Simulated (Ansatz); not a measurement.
SiC: Electric field gradients

The cell is a structure deposited in the COD (the entry's cell lengths or inner coordinates differ somewhat from later room-temperature determinations).

```cif
data_SiC
_symmetry_space_group_name_H-M 'P6_3mc'
_symmetry_Int_Tables_number 186
_cell_length_a 3.0950
_cell_length_b 3.0950
_cell_length_c 15.1700
_cell_angle_alpha 90.000
_cell_angle_beta 90.000
_cell_angle_gamma 120.000
loop_
_atom_site_label
_atom_site_type_symbol
_atom_site_symmetry_multiplicity
_atom_site_Wyckoff_symbol
_atom_site_fract_x
_atom_site_fract_y
_atom_site_fract_z
Si1 Si 2 a 0.0000 0.0000 0.1250
Si3 Si 2 b 0.3333 0.6667 0.2917
Si5 Si 2 b 0.3333 0.6667 0.9583
C7 C 2 a 0.0000 0.0000 0.0000
C9 C 2 b 0.3333 0.6667 0.1667
C11 C 2 b 0.3333 0.6667 0.8333
```

One atom of each set is listed.

Computed with Ansatz: DFT, PBE, plane waves and PAW (field gradients read without the response of the frozen cores, which leaves them typically 4 to 6 % off), scalar-relativistic, 420 eV cutoff, Γ-centred 10×10×2 k-points, Fermi–Dirac smearing 0.02 eV.

V_zz is the principal component of the electric field gradient with the largest magnitude, η = (V_xx − V_yy)/V_zz and C_Q = eQV_zz/h.

Problem. Give the quadrupolar parameters of the distinct sites.

Solution. 

| site | atoms | first shell | V_xx, V_yy, V_zz (10²¹ V/m²) | η | C_Q (MHz) |
| --- | --- | --- | --- | --- | --- |
| Si1 | 2 | 4 C at 1.90 Å | 0.087, 0.087, -0.17 | 0.00 | – |
| Si3 | 2 | 4 C at 1.90 Å | -0.063, -0.063, 0.13 | 0.00 | – |
| Si5 | 2 | 4 C at 1.90 Å | -0.078, -0.078, 0.16 | 0.00 | – |
| C7 | 2 | 4 Si at 1.90 Å | -0.080, -0.080, 0.16 | 0.00 | – |
| C9 | 2 | 4 Si at 1.90 Å | -0.020, -0.020, 0.040 | 0.00 | – |
| C11 | 2 | 4 Si at 1.90 Å | -0.007, -0.007, 0.013 | 0.00 | – |

An axis of threefold or higher order runs through Si1, Si3, Si5, C7, C9 and C11, so V_zz lies along it and η is zero.

Si, C have no stable isotope with a ground-state quadrupole moment in the table, so no C_Q is given.

The values hang on the deposited positions: relaxing the atoms moves V_zz on Si1 from -0.17 to -0.093.

The run took 7.1 s of wall time (7 s of CPU time) and 0.43 GiB at its peak, on 1 thread of AMD EPYC 9R14 (Zen 4) (x86_64; 16 cores open to the job, memory cap 3.0 GiB, no GPU), a shared host with a load of 0.2 a core.
